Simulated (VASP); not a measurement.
## GaN in VASP 6.6.1, single-point calculation

INCAR

```
ENCUT = 520
NBANDS = 16
LCHARG = .FALSE.
PREC = Accurate
LASPH = .TRUE.
SIGMA = 0.02
EDIFF = 1E-7
IBRION = -1
NSW = 0
GGA = PE
LREAL = .FALSE.
ISIF = 2
LWAVE = .FALSE.
ISMEAR = -1
ISYM = 0
NELM = 63
```

KPOINTS

```
KPOINTS created by Atomic Simulation Environment
0
Gamma
4 4 4
0 0 0
```

POSCAR

```
Ga N
 1.0000000000000000
     0.0000000000000000    2.0241746249000001    2.2029881997000000
     2.0241746249000001    0.0000000000000000    2.2029881997000000
     2.0241746249000001    2.0241746249000001    0.0000000000000000
 Ga  N
   1   1
Cartesian
  0.0000000000000000  0.0000000000000000  0.0000000000000000
  2.0241746249000001  2.0241746249000001  2.2029881996999996
```

The recommended PBE PAW datasets give the neutral cell 18 valence electrons.

Command

```
mpirun -np 1 vasp_std
```

OSZICAR

```
N       E                     dE             d eps       ncg     rms          rms(c)
DAV:   1     0.722652090426E+02    0.72265E+02   -0.92101E+03  1344   0.214E+03
DAV:   2    -0.876686191090E+01   -0.81032E+02   -0.75508E+02  1328   0.318E+02
DAV:   3    -0.129006337710E+02   -0.41338E+01   -0.41209E+01  1264   0.621E+01
DAV:   4    -0.129367875698E+02   -0.36154E-01   -0.36151E-01  1536   0.604E+00
DAV:   5    -0.129371597050E+02   -0.37214E-03   -0.37213E-03  1360   0.557E-01    0.768E+00
DAV:   6    -0.109501949529E+02    0.19870E+01   -0.42818E+00  1624   0.422E+01    0.245E+00
DAV:   7    -0.109400105719E+02    0.10184E-01   -0.28289E-01  1392   0.514E+00    0.161E+00
DAV:   8    -0.109266049455E+02    0.13406E-01   -0.26992E-02  1488   0.257E+00    0.408E-01
DAV:   9    -0.109250339856E+02    0.15710E-02   -0.62671E-03  1464   0.222E+00    0.993E-02
DAV:  10    -0.109250003713E+02    0.33614E-04   -0.43536E-04  1360   0.272E-01    0.183E-02
DAV:  11    -0.109250085669E+02   -0.81956E-05   -0.32936E-05  1464   0.700E-02    0.139E-02
DAV:  12    -0.109250108541E+02   -0.22872E-05   -0.14975E-06  1288   0.274E-02    0.985E-04
DAV:  13    -0.109250108637E+02   -0.96338E-08   -0.30291E-07  1448   0.510E-03
   1 F= -.10925011E+02 E0= -.10925011E+02  d E =-.111300E-06
```

From OUTCAR

```
k-points           NKPTS =     36   k-points in BZ     NKDIM =     36   number of bands    NBANDS=     16

   NELECT =      18.0000    total number of electrons

   dimension x,y,z NGX =    24 NGY =   24 NGZ =   24
   dimension x,y,z NGXF=    48 NGYF=   48 NGZF=   48

  energy-cutoff  :      520.00
  volume of cell :       18.05
      direct lattice vectors                 reciprocal lattice vectors
     0.000000000  2.024174625  2.202988200    -0.247014261  0.247014261  0.226964448
     2.024174625  0.000000000  2.202988200     0.247014261 -0.247014261  0.226964448
     2.024174625  2.024174625  0.000000000     0.247014261  0.247014261 -0.226964448

 k-points in reciprocal lattice and weights: KPOINTS created by Atomic Simulation Env
   0.00000000  0.00000000  0.00000000       0.016
   0.25000000 -0.00000000  0.00000000       0.031
  -0.00000000 -0.00000000 -0.25000000       0.031
  -0.00000000  0.25000000  0.00000000       0.031
   0.25000000  0.25000000  0.25000000       0.031
   0.50000000 -0.00000000  0.00000000       0.016
   0.00000000  0.00000000  0.50000000       0.016
  -0.00000000  0.50000000  0.00000000       0.016
   ...

 E-fermi :   8.8835

 k-point     1 :       0.0000    0.0000    0.0000
  band No.  band energies     occupation
      1      -9.3055      2.00000
      2      -5.5905      2.00000
      3      -5.5314      2.00000
      4      -5.5314      2.00000
      5      -5.4980      2.00000
      6      -5.3798      2.00000
      7       7.7254      2.00000
      8       7.7254      2.00000
      9       8.3942      2.00000
     10      11.3296      0.00000
     11      22.7250      0.00000
     12      23.0889      0.00000
     13      23.7795      0.00000
     14      23.7795      0.00000
     15      24.8187      0.00000
     16      26.2480      0.00000

 k-point     2 :       0.2500   -0.0000    0.0000
  band No.  band energies     occupation
      1      -8.0854      2.00000
      2      -5.6433      2.00000
      3      -5.5988      2.00000
      4      -5.5698      2.00000
      5      -5.4132      2.00000
      6      -5.4049      2.00000
      7       3.6054      2.00000
      8       8.1246      2.00000
      9       8.1423      2.00000
     10      13.7676      0.00000
     11      17.9148      0.00000
     12      19.7880      0.00000
     13      21.1947      0.00000
     14      24.4291      0.00000
     15      26.8606      0.00000
     16      26.9844      0.00000

 k-point     3 :      -0.0000   -0.0000   -0.2500
  band No.  band energies     occupation
      1      -8.0854      2.00000
      2      -5.6433      2.00000
      3      -5.5988      2.00000
      4      -5.5698      2.00000
      5      -5.4132      2.00000
      6      -5.4049      2.00000
      7       3.6054      2.00000
      8       8.1246      2.00000
      9       8.1423      2.00000
     10      13.7676      0.00000
     11      17.9148      0.00000
     12      19.7879      0.00000
     13      21.1947      0.00000
     14      24.4291      0.00000
     15      26.8606      0.00000
     16      26.9844      0.00000

 ...

  Total        3.1782847      3.1782674      0.9757150      0.0000154      0.0000082      0.0000068
  in kB      282.0754333    282.0738936     86.5955238      0.0013694      0.0007273      0.0006036
  external PRESSURE =     216.9149502 kB  Pullay stress =       0.0000000 kB

 POSITION                                       TOTAL-FORCE (eV/Angst)
 -----------------------------------------------------------------------------------
      0.00000      0.00000      0.00000         0.000000     -0.000000      0.000000
      2.02417      2.02417      2.20299        -0.000000      0.000000     -0.000000
 -----------------------------------------------------------------------------------
    total drift:                               -0.000000      0.000001      0.000000

  FREE ENERGIE OF THE ION-ELECTRON SYSTEM (eV)
  ---------------------------------------------------
  free  energy   TOTEN  =       -10.9250108637 eV

  energy  without entropy=      -10.9250107524  energy(sigma->0) =      -10.92501081
```

It converged. Results: gap between bands v and c on the k mesh 0.52 eV; least direct gap on the k mesh 2.94 eV; pressure 21.7 GPa. Band v is the last that the valence electrons fill when counted band by band, and c is the next.

These settings aren't sound, so the numbers aren't properties of the crystal.

On sound settings PBE gives a gap of 0.51 eV on its mesh and a pressure of 22.3 GPa for the intended cell.

The run took about 7.6 s on one core of a shared host (Intel Xeon Platinum 8488C) and held 0.14 GiB at most.
